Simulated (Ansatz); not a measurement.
A 2-atom cell of LiCl started from a crystallographic database, relaxed with r2SCAN in Ansatz. Space group Fm-3m (No. 225), cubic; conventional cell a = 5.112 Å, 16.70 Å³ an atom. Around Li lie 6 Cl at 2.56 Å; around Cl lie 6 Li at 2.56 Å.

The axes x, y and z are those of this cell:
```
CELL_PARAMETERS angstrom
0.00000 2.55603 2.55603
2.55603 0.00000 2.55603
2.55603 2.55603 0.00000
ATOMIC_POSITIONS crystal
Li 0.00000 0.00000 0.00000
Cl 0.50000 0.50000 0.50000
```

Unstrained: With PBE the valence top lies at Γ–K (0.19 of the way from Γ) and the conduction bottom at Γ, 6.384 eV higher; the smallest vertical gap, at Γ, is 6.387 eV. Least and direct gap differ so little that the kind isn't settled. The r2SCAN gap is indirect, 7.291 eV (Γ–K (0.19 of the way from Γ) to Γ), below the direct gap of 7.291 eV at Γ. Least and direct gap differ so little that the kind isn't settled. With HSE06 the valence top lies at Γ–K (0.19 of the way from Γ) and the conduction bottom at Γ, 7.785 eV higher; the smallest vertical gap, at Γ, is 7.787 eV. Least and direct gap differ so little that the kind isn't settled. Meshes: PBE 8×8×8, r2SCAN 8×8×8, HSE06 6×6×6. Strains are changes of length per length, and xy shears are angles. After each strain the atoms were relaxed again with r2SCAN within the symmetry that the strain leaves, so tilts or polar shifts that break it weren't tested; points keep the names that they have in the unstrained zone. No spin polarisation and no zero-point or thermal motion.

**Question.** Apply uniaxial -4.22 % along y, other directions held. How far does the gap move, against the unstrained cell?

**Answer.** PBE: the gap goes from 6.384 to 6.602 eV (+0.218 eV); least and direct gap lie within 0.04 eV, so its kind isn't settled. r2SCAN: the gap goes from 7.291 to 7.524 eV (+0.233 eV); least and direct gap lie within 0.04 eV, so its kind isn't settled. HSE06: the gap goes from 7.785 to 8.013 eV (+0.228 eV); least and direct gap lie within 0.04 eV, so its kind isn't settled. The r2SCAN energy rises by 6.8 meV an atom.

**Question.** Estimate what xy shear, engineering strain (angle) +2.36 % does to the gap.

**Answer.** PBE: the gap goes from 6.384 to 6.310 eV (-0.074 eV); the edges go from Γ–K (0.19) → Γ to Γ–K (0.15) → Γ. r2SCAN: the gap goes from 7.291 to 7.212 eV (-0.079 eV); least and direct gap lie within 0.04 eV, so its kind isn't settled. HSE06: the gap goes from 7.785 to 7.709 eV (-0.076 eV); least and direct gap lie within 0.04 eV, so its kind isn't settled. The r2SCAN energy rises by 0.8 meV an atom.

Where an edge lies off the special points, it is a point of the mesh or the k point where a search put PBE's edge or least direct gap, reused for the other functionals, whose own edges may lie a little apart.

The meshes of the hybrids are coarse, so their gaps aren't converged to the digits shown.
